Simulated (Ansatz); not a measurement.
# Hg (I4/mmm) in Ansatz: further runs

Aim: see how the results for Hg move with the level of theory and the settings. Levels: PBE+D3(BJ)-ATM, PBE, r2SCAN+rVV10. Tasks: single point, atomic charges.

Program: Ansatz 0.2.0. These are calculated values, not measurements. Logs are shortened: lines on timing, memory, paths and dates and some standing lists are left out, and cuts for length are marked.

### 1 The structure

It takes space group I4/mmm (No. 139, tetragonal). The conventional cell has a = 3.753 Å, b = 3.753 Å, c = 3.834 Å, α = 90.00°, β = 90.00°, γ = 90.00°. Hg (site symmetry 4/mmm) has 12 Hg at 3.27 to 3.75 Å as nearest neighbours.

### 2 Single point, PBE+D3(BJ)-ATM, spin-orbit coupling, no magnetisation

Input file input.yaml:

```yaml
crystal:
  lattice:
    - [-1.8767364354, 1.8767364354, 1.916844855]
    - [1.8767364354, -1.8767364354, 1.916844855]
    - [1.8767364354, 1.8767364354, -1.916844855]
  atoms:
    - { symbol: Hg, position: [0.5, 0.5, 0.0] }
hamiltonian:
  xc: pbe
  pseudopotentials: { kind: paw_fr }
  dispersion: d3bjatm
magnetization:
  noncollinear: true
  spin_orbit: true
kpoints:
  mp_grid: { grid: [10, 10, 10] }
scf:
  occupations: { method: tetrahedron }
output:
  forces: true
  stress: true
  write_density: true
  write_potential: true
  elf: true
  volumetric_format: npy
```

Potentials or basis: Ansatz PAW.

Launch:

```sh
ansatz run input.yaml --threads 1 --pin off --max-ram 2560MiB --backend cpu --events-out ev --progress --plain --runs-dir out
```

Output:

```text
Warning: output.forces, output.stress, relax.cell or npt_langevin: where a Kohn–Sham band that disperses or a degenerate level is filled in part under the method tetrahedron, the forces or the stress that this run publishes need not agree with its energy (scf.occupations.method in the input reference, under Limitations); prefer a smearing scheme for the forces or the stress
Warning: RAYON_NUM_THREADS=1 ignored (pool sized by the plan → 1); use --threads N
Engine: ansatz 0.2.0, aarch64-unknown-linux-gnu
Pseudopotentials: kind: paw_fr
Pseudopotential: Hg, paw_fr, valence charge 20, recommended cutoff 420 eV (normal), Hg.paw.azcp#standard-fr
Functional definition: PBE
  parameter kappa = 0.804
  parameter beta = 0.06672455060314922
  exchange = pbe_x(kappa = kappa, mu = beta*pi^2/3)
  correlation = pbe_c(beta = beta)
non-collinear run that drives no moment, with spin-orbit: no starting moment large enough to seed its density (crystal.atoms[].spin), no starting occupations that ask for one, no magnetisation constraint and no magnetic field, so the semilocal B_xc is pinned to zero
Crystal: 1 atoms, lattice volume = 27.006 Å³
Basis set: ecut = 420 eV, 539 PW (Γ), exchange–correlation on 48×48×48 points (8 copies of the dense FFT grid, shifted against one another)
Bands: 28, of which v1, the nominal top of the filled ones, is band 20 counted from 1 (19 counted from 0)
Symmetry: 16 space group operations + 16 with time reversal
Magnetic group: BNS 139.532 (UNI 1192), of the structure as read, at distance tolerance 3.0e-5 Å
k-points: 102 of 1000
Projection manifold: j_resolved (fully-relativistic pseudo-atomic orbitals)
Non-local potential: Hg, projectors of the file, l = 0: 3, l = 1: 4, l = 2: 4, l = 3: 2
PAW form: soft (Blöchl's): semilocal exchange-correlation on the pseudo side does not see the compensation charge
PAW one-centre angular grid: Hg, 590 points (default); XC on 64 Gauss nodes
Initial density: superposition of atomic densities (chi_scale 0.1, normalization cell)
Initial wavefunctions: pseudopotential atomic-orbital guess
Functional: x = pbe(κ = 0.804, μ = 0.2195149727645171), c = pbe(β = 0.06672455060314922)
SCF iter   1: F=—  HF=-13854.406941 eV  |F-HF|=—  |Δ(HF+E_count)|=         —  Δρ=1.52e-2  dr2=8.53e-2  dr2_m=0.00e0 (ungated)  ethr=3.10e-3  |M|=0.00e0 ∫|m|=0.00e0 μB  |m|>n=0.0e0 m-floor=0.0e0 τ_xc=0.0e0  β_m=0.30  ⟨swp⟩=6.6  Hψ=6820  notcnv=0
preconditioner: auto → Kerker (q_TF=auto, 2.595 Å⁻¹)  [metal: no gap  n_scr=12 (ndim 8)  ℏωp=24.8 eV  f_vac=0.000]
spin=Noncollinear: Kerker preconditioning applied to the charge; magnetization (m_x, m_y, m_z) channels mix plain (no charge-response kernel on spin).
SCF iter   2: F=—  HF=-13854.396898 eV  |F-HF|=—  |Δ(HF+E_count)|=   1.00e-2  Δρ=1.11e-2  dr2=4.69e-2  dr2_m=0.00e0 (ungated)  ethr=4.26e-4  |M|=0.00e0 ∫|m|=0.00e0 μB  |m|>n=0.0e0 m-floor=0.0e0 τ_xc=0.0e0  β_m=0.65  ⟨swp⟩=1.0  Hψ=1837  notcnv=0  defer=168
SCF iter   3: F=—  HF=-13854.384633 eV  |F-HF|=—  |Δ(HF+E_count)|=   1.23e-2  Δρ=2.77e-3  dr2=1.30e-3  dr2_m=0.00e0 (ungated)  ethr=2.34e-4  |M|=0.00e0 ∫|m|=0.00e0 μB  |m|>n=0.0e0 m-floor=0.0e0 τ_xc=0.0e0  β_m=0.82  ⟨swp⟩=2.0  Hψ=2197  notcnv=0  defer=208
SCF iter   4: F=—  HF=-13854.385543 eV  |F-HF|=—  |Δ(HF+E_count)|=   9.11e-4  Δρ=7.17e-4  dr2=1.96e-4  dr2_m=0.00e0 (ungated)  ethr=6.48e-6  |M|=0.00e0 ∫|m|=0.00e0 μB  |m|>n=0.0e0 m-floor=0.0e0 τ_xc=0.0e0  β_m=0.91  ⟨swp⟩=2.1  Hψ=2631  notcnv=0  defer=248
SCF iter   5: F=—  HF=-13854.385574 eV  |F-HF|=—  |Δ(HF+E_count)|=   3.02e-5  Δρ=1.58e-4  dr2=4.91e-6  dr2_m=0.00e0 (ungated)  ethr=9.79e-7  |M|=0.00e0 ∫|m|=0.00e0 μB  |m|>n=0.0e0 m-floor=0.0e0 τ_xc=0.0e0  β_m=0.96  ⟨swp⟩=2.0  Hψ=2200  notcnv=0  defer=248
SCF iter   6: F=—  HF=-13854.385596 eV  |F-HF|=—  |Δ(HF+E_count)|=   2.23e-5  Δρ=5.29e-5  dr2=5.98e-7  dr2_m=0.00e0 (ungated)  ethr=2.45e-8  |M|=0.00e0 ∫|m|=0.00e0 μB  |m|>n=0.0e0 m-floor=0.0e0 τ_xc=0.0e0  β_m=0.98  ⟨swp⟩=2.4  Hψ=2492  notcnv=0  defer=248
SCF iter   7: F=-13854.385599 eV  HF=-13854.385599 eV  |F-HF|=6.69e-9  |Δ(HF+E_count)|=   2.72e-6  Δρ=1.09e-5  dr2=2.62e-8  dr2_m=0.00e0 (ungated)  ethr=5.00e-10  |M|=0.00e0 ∫|m|=0.00e0 μB  |m|>n=0.0e0 m-floor=0.0e0 τ_xc=0.0e0  ⟨swp⟩=10.5  Hψ=8865  notcnv=0
SCF 1 converged in 7 iterations: F = -13854.385599 eV  dr2 = 2.62e-8
SCF converged after 7 iterations
Stability not checked: this state was not tested for a lower state beside it, because cold or Methfessel-Paxton smearing, or corrected tetrahedra, fill the levels in a way that the test cannot read (fill_not_monotonic; see scf.lower_state_search)
Magnetization: |M| = 0.0000 μB,  M = (+0.0000, +0.0000, +0.0000) μB
Absolute magnetization: 0.0000 μB (∫|m|)
  site 0: m = (+0.0000, +0.0000, +0.0000) μB, |m| = 0.0000 μB  (R = 1.35 Å)
Free energy (F): -13854.385599 eV
Harris-Foulkes:  -13854.385599 eV  (|F-HF|=6.69e-9)
Internal energy: -13854.385599 eV  (E = F + TS)
E sigma→0 (E₀):  -13854.385599 eV
Fermi energy:    12.422602 eV
--- Per-component energies (eV) ---
  E_band       = -437.014275
  E_kinetic    = 605.194403
  E_local      = -2695.360992  (includes V_loc(G=0)·N_el)
  E_nonlocal   = 57.185575
  E_hartree    = 1147.763892
  E_xc         = -220.922621
  E_vxc        = -262.871423  (∫ρ·V_xc dr)
  E_paw        = -9975.243882  (= ΣΔE_a)
  E_vpaw       = -436.682559  (= ΣTr[D̂ρ^β])
  E_aug_tail   = 0.000882  (compensation charges beyond the density's cutoff)
  E_ewald      = -2772.643613
  E_disp       = -0.359243  (pairwise vdW)
  E_smearing   = 0.000000  (= −TS)
  E_closure    = 0.000000  (closes the sum)
  Σ components = -13854.385599   (vs F -13854.385599, Δ=0.00e0)
--- Forces (eV/Å), atoms counted from 1 ---
  atom   1  Hg     0.00000000     0.00000000     0.00000000
  max |Σ_I F_I| component: 9.31e-29 eV/Å
--- Stress (GPa, compression-positive) ---
       -1.193870      -0.000000      -0.000000
       -0.000000      -1.193870       0.000000
       -0.000000       0.000000      -1.203364
  P = ⅓ Tr σ = -1.1970 GPa (-11.970 kbar)
--- Band table (eV; the first three rows and the last of 102) ---
  k-point 0: bands = ["-101.9088", "-101.9088", "-63.9821", "-63.9821", "-45.7028", "-45.7028", "-45.7028", "-45.7028", "4.3518", "4.3518", "4.7457", "4.7457", "4.7561", "4.7561", "6.3346", "6.3346", "6.8186", "6.8186", "6.8478", "6.8478", "24.3580", "24.3580", "26.3580", "26.3580", "26.5961", "26.5961", "26.6258", "26.6258"]
  k-point 1: bands = ["-101.9087", "-101.9087", "-63.9824", "-63.9824", "-45.7049", "-45.7049", "-45.7033", "-45.7033", "4.5769", "4.5769", "4.7503", "4.7503", "4.7979", "4.7979", "6.3653", "6.3653", "6.8004", "6.8004", "6.8560", "6.8560", "23.3257", "23.3257", "25.5254", "25.5254", "26.1579", "26.1579", "26.3766", "26.3766"]
  k-point 2: bands = ["-101.9086", "-101.9086", "-63.9832", "-63.9832", "-45.7106", "-45.7106", "-45.7046", "-45.7046", "4.7096", "4.7096", "4.7573", "4.7573", "5.3944", "5.3944", "6.4840", "6.4840", "6.7501", "6.7501", "6.9373", "6.9373", "20.4511", "20.4511", "23.4498", "23.4498", "24.6023", "24.6023", "25.8616", "25.8616"]
  k-point 101: bands = ["-101.9077", "-101.9077", "-63.9882", "-63.9882", "-45.7275", "-45.7275", "-45.7267", "-45.7267", "4.6453", "4.6453", "4.6506", "4.6506", "6.7398", "6.7398", "6.7489", "6.7489", "7.4954", "7.4954", "14.6369", "14.6369", "14.8563", "14.8563", "16.4712", "16.4712", "16.7404", "16.7404", "21.7066", "21.7066"]
```

Run time: 10 s. Hardware: 1 thread of Arm Neoverse V1, shared host; peak memory 0.4 GiB.

What came out:

| Property | Result |
| --- | --- |
| Free energy | -13854.3856 eV |
| Pressure | -1.2 GPa |
| Band gap on the k mesh | none (metal or under the smearing width) |

Caveat: pairwise dispersion overbinds metals, which lowers pressure and volume; with tetrahedron occupations forces and stress needn't match the slope of the energy.

### 3 Atomic charges, PBE, spin-orbit coupling, no magnetisation

Input file input.yaml:

```yaml
crystal:
  lattice: { a: 3.75347287, b: 3.75347287, c: 3.83368971, alpha: 90.0, beta: 90.0, gamma: 90.0 }
  space_group: 139
  reduce_to_primitive: true
  atoms:
    - { symbol: Hg, wyckoff: "2b", position: [0.0, 0.0, 0.5] }
hamiltonian:
  xc: pbe
  pseudopotentials: { kind: nc_fr, accuracy: standard }
magnetization:
  noncollinear: true
  spin_orbit: true
kpoints:
  mp_grid: { grid: [10, 10, 10] }
scf:
  occupations: { method: methfessel_paxton, width: 0.05 }
output:
  forces: true
  stress: true
  eigenvalues: true
  bader: false
  populations: intrinsic
```

Potentials or basis: PseudoDojo standard (PBE files).

Launch:

```sh
ansatz run input.yaml --threads 1 --pin off --max-ram 2560MiB --backend cpu --events-out ev --progress --plain --runs-dir out
```

It took 36 s on 1 thread of Arm Neoverse V1, shared host; peak memory 0.51 GiB.

The run converged. Its results:

* Free energy: -4540.4897 eV
* Pressure: 0.5 GPa
* Band gap on the k mesh: none (metal or under the smearing width)

Stress tensor (GPa, compression positive):
```
0.37 0.00 0.00
0.00 0.37 0.00
0.00 0.00 0.69
```

Levels at points of the mesh, in eV from the Fermi level:
```
              k point  band 18  band 19  band 20  band 21  band 22  band 23
   (0.00, 0.00, 0.00)    -5.43    -5.40    -5.40    12.11    12.11    14.11
  (0.00, 0.00, -0.50)    -4.90    -1.30    -1.30    -0.80    -0.80     8.16
  (0.00, -0.50, 0.00)    -4.93    -1.42    -1.42    -0.87    -0.87     8.47
(-0.50, -0.50, -0.50)    -4.75     2.37     2.37     2.61     2.61     4.22
```

### 4 Single point, PBE+D3(BJ)-ATM, spin-orbit coupling, no magnetisation

Changes to input.yaml since step 3:

```diff
@@ -8,3 +8,4 @@
   xc: pbe
-  pseudopotentials: { kind: nc_fr, accuracy: standard }
+  pseudopotentials: { kind: paw_fr }
+  dispersion: d3bjatm
 magnetization:
@@ -15,3 +16,3 @@
 scf:
-  occupations: { method: methfessel_paxton, width: 0.05 }
+  occupations: { method: tetrahedron }
 output:
@@ -19,4 +20 @@
   stress: true
-  eigenvalues: true
-  bader: false
-  populations: intrinsic
```

Potentials or basis: Ansatz PAW.

Launch:

```sh
ansatz run input.yaml --threads 1 --pin off --max-ram 2560MiB --backend cpu --events-out ev --progress --plain --runs-dir out
```

It took 9 s on 1 thread of Arm Neoverse V1, shared host; peak memory 0.4 GiB.

The run converged. Its results:

| Property | Result |
| --- | --- |
| Free energy | -13854.3856 eV |
| Pressure | -1.2 GPa |
| Band gap on the k mesh | none (metal or under the smearing width) |

Levels at points of the mesh, in eV from the Fermi level:
| k point | band 16 | band 17 | band 18 | band 19 | band 20 | band 21 | band 22 | band 23 | band 24 | band 25 |
| --- | --- | --- | --- | --- | --- | --- | --- | --- | --- | --- |
| (0.00, 0.00, 0.00) | -6.09 | -5.60 | -5.60 | -5.57 | -5.57 | 11.94 | 11.94 | 13.94 | 13.94 | 14.17 |
| (0.00, 0.00, -0.50) | -5.79 | -5.08 | -5.08 | -1.47 | -1.47 | -0.98 | -0.98 | 7.98 | 7.98 | 9.44 |
| (0.00, -0.50, 0.00) | -5.81 | -5.10 | -5.10 | -1.59 | -1.59 | -1.05 | -1.05 | 8.30 | 8.30 | 9.78 |
| (-0.50, -0.50, -0.50) | -5.67 | -4.93 | -4.93 | 2.21 | 2.21 | 2.43 | 2.43 | 4.05 | 4.05 | 4.32 |

Caveat: pairwise dispersion overbinds metals, which lowers pressure and volume; with tetrahedron occupations forces and stress needn't match the slope of the energy.

### 5 Atomic charges, r2SCAN+rVV10 (cell strained at random at fixed volume)

Input file input.yaml:

```yaml
crystal:
  lattice:
    - [-1.937327, 1.898314, 1.87016]
    - [1.982194, -1.893067, 1.908951]
    - [1.863874, 1.819614, -1.865023]
  atoms:
    - { symbol: Hg, position: [0.436872, 0.491699, -0.009637] }
hamiltonian:
  xc: r2scan
  pseudopotentials: { kind: nc, accuracy: stringent }
  dispersion: rvv10
kpoints:
  mp_grid: { grid: [8, 7, 8] }
scf:
  occupations: { method: tetrahedron }
output:
  forces: true
  stress: true
  bader: false
  populations: intrinsic
basis:
  ecutwfc: "450 eV"
```

Potentials or basis: PseudoDojo stringent (PBE files).

Launch:

```sh
ansatz run input.yaml --threads 1 --pin off --max-ram 2560MiB --backend cpu --events-out ev --progress --plain --runs-dir out
```

Output:

```text
Warning: output.forces, output.stress, relax.cell or npt_langevin: where a Kohn–Sham band that disperses or a degenerate level is filled in part under the method tetrahedron, the forces or the stress that this run publishes need not agree with its energy (scf.occupations.method in the input reference, under Limitations); prefer a smearing scheme for the forces or the stress
Warning: basis.ecutwfc = 450 eV is below the records' recommended 1197.300995 eV, and the density's cutoff is lower with it unless basis.ecutrho_ratio is high enough to keep the records' density cutoff: compare with a run at a higher cutoff
Warning: hamiltonian.xc reads the kinetic-energy density τ on the library's norm-conserving files, and those of Hg were made for PBE. This build holds files of Hg that were made for r²SCAN, which a deck under this functional can read where it names no table (hamiltonian.pseudopotentials.accuracy or source), types no xc_functional and has no exact exchange, max_exx_coeff or level of output.embedding that keeps them out. To compare such runs, type hamiltonian.pseudopotentials: {kind: paw, frozen_core: stored} on both or, where PAW refuses one, {kind: nc, accuracy: standard}
Warning: RAYON_NUM_THREADS=1 ignored (pool sized by the plan → 1); use --threads N
[... 1 set-up line as earlier in the session ...]
Pseudopotentials: kind: nc
Pseudopotential: Hg, nc, valence charge 20, recommended cutoff 1197.300995 eV (normal), Hg.nc.azcp (PseudoDojo's, or run here from an input of PseudoDojo's; its table is named by hamiltonian.pseudopotentials.accuracy)
[... 50 lines left out ...]
       -2.100330       0.049850      -0.059669
        0.049850      -2.111615       0.183447
       -0.059669       0.183447      -2.209358
  P = ⅓ Tr σ = -2.1404 GPa (-21.404 kbar)
--- Band table (eV; the first three rows and the last of 226) ---
  k-point 0: bands = ["-104.0945", "-53.3085", "-53.3069", "-53.3047", "4.3370", "4.8938", "5.0014", "5.1158", "5.6492", "5.7489", "26.2253", "26.3286", "27.1962", "27.4476"]
  k-point 1: bands = ["-104.0864", "-53.3097", "-53.3080", "-53.3070", "4.7114", "5.0111", "5.0306", "5.1399", "5.6329", "5.7110", "24.4787", "25.3720", "25.9439", "26.7611"]
  k-point 2: bands = ["-104.0833", "-53.3186", "-53.3115", "-53.3077", "4.7943", "4.9170", "5.5234", "5.5418", "5.6898", "6.2371", "19.6935", "23.3233", "23.9023", "26.3342"]
  k-point 225: bands = ["-104.0663", "-53.3276", "-53.3183", "-53.3094", "4.7125", "4.8996", "5.4148", "5.5829", "6.1066", "10.7550", "12.7566", "18.8415", "22.3964", "27.4005"]
--- intrinsic populations: 1 site ---
  site symbol       q [e]
     0     Hg     19.9640
  spilling = 0.001798 (of n_electrons = 20.000000)
```

populations.tsv:

```text
# site	symbol	l	j	q
# orbitals = intrinsic
# n_electrons = 20.000000
# spilling = 0.001798
# projection_atom_Hg: [Kr 4d10 4f14] 5s2 5p6 5d10 6s2
0	Hg	0_5S	-	1.999918
0	Hg	0_6S	-	1.964227
0	Hg	1_5P	-	5.999995
0	Hg	2_5D	-	9.999893
```

Run time: 13 s. Hardware: 1 thread of Arm Neoverse V1, shared host; peak memory 0.36 GiB.

Results:

```yaml
Free_energy: -4559.1908 eV
Band_gap_on_the_k_mesh: none (metal or under the smearing width)
```

Caveat: the meta-GGA runs on potentials made for a GGA; the rVV10 pressure on norm-conserving files is uncertain; the potentials were made for another functional, which shifts forces and pressure; pairwise dispersion overbinds metals, which lowers pressure and volume; with tetrahedron occupations forces and stress needn't match the slope of the energy; the cutoff lies under the one recommended for these potentials. The run has no spin-orbit coupling, so splittings on Hg are missing.

### 6 Overview

```tsv
task	level	potentials or basis	spin	cell	k mesh	cutoff (eV)	smearing	other keys	gap on the mesh (eV)	pressure (GPa)
single point	PBE+D3(BJ)-ATM	Ansatz PAW	SOC, no magnetisation	as given	10 × 10 × 10	420	tetrahedron	-	none	-1.2
atomic charges	PBE	PseudoDojo standard (PBE files)	SOC, no magnetisation	as given	10 × 10 × 10	898	methfessel-paxton 0.05 eV	-	none	0.5
atomic charges	r2SCAN+rVV10	PseudoDojo stringent (PBE files)	off	cell strained at random at fixed volume	8 × 7 × 8	450	tetrahedron	basis.ecutwfc = 450 eV	none	-
```

Caveats: pairwise dispersion overbinds metals, which lowers pressure and volume (some runs); with tetrahedron occupations forces and stress needn't match the slope of the energy (some runs); the meta-GGA runs on potentials made for a GGA (some runs); the rVV10 pressure on norm-conserving files is uncertain (some runs); the potentials were made for another functional, which shifts forces and pressure (some runs); the cutoff lies under the one recommended for these potentials (some runs).

Absolute energies hang on the potentials; compare differences alone.
